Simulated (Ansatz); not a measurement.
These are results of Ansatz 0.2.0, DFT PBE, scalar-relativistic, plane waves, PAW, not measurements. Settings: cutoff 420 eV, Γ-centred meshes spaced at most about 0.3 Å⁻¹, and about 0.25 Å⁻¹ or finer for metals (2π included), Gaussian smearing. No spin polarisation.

These are static total energies at zero pressure. All are two-dimensional sheets, periodic along a and b, with vacuum along c.

Question: Which of these relaxed structures of Te is the lowest in energy?
A.

```xyz
3
Lattice="6.0724 0.0000 0.0000 -3.0362 5.2589 0.0000 0.0000 0.0000 23.8000" Properties=species:S:1:pos:R:3 pbc="T T F"
Te    3.0362    0.0000    7.0000
Te   -1.5181    2.6294    7.0000
Te    1.5181    2.6294    7.0000
```

B.

```xyz
2
Lattice="4.9671 0.0000 0.0000 -2.4836 4.3017 0.0000 0.0000 0.0000 26.6898" Properties=species:S:1:pos:R:3 pbc="T T F"
Te    0.0000    2.8678    8.3730
Te    2.4836    1.4339    7.6270
```

C.

```xyz
3
Lattice="3.0277 0.0000 0.0000 0.0000 9.0024 0.0000 0.0000 0.0000 23.8000" Properties=species:S:1:pos:R:3 pbc="T T F"
Te    0.0000    1.5005    7.0000
Te    0.0000    7.5019    7.0000
Te    0.0000    4.5012    7.0000
```

Answer: C. The next of these, B, lies 121 meV/atom higher. Forms: C p4/mmm; B p-3m1; A p6/mmm. Counting all near atoms (those within 1.25 times the shortest such distance or 1.15 times the sum of covalent radii): C has Te 4; B has Te 3; A has Te 4. All come from invented guesses.

Spin–orbit coupling, which can matter for Te, is left out. Cells relaxed within their symmetry can be saddle points. Some candidate types were left out of the draw beforehand, so a known form may be missing.
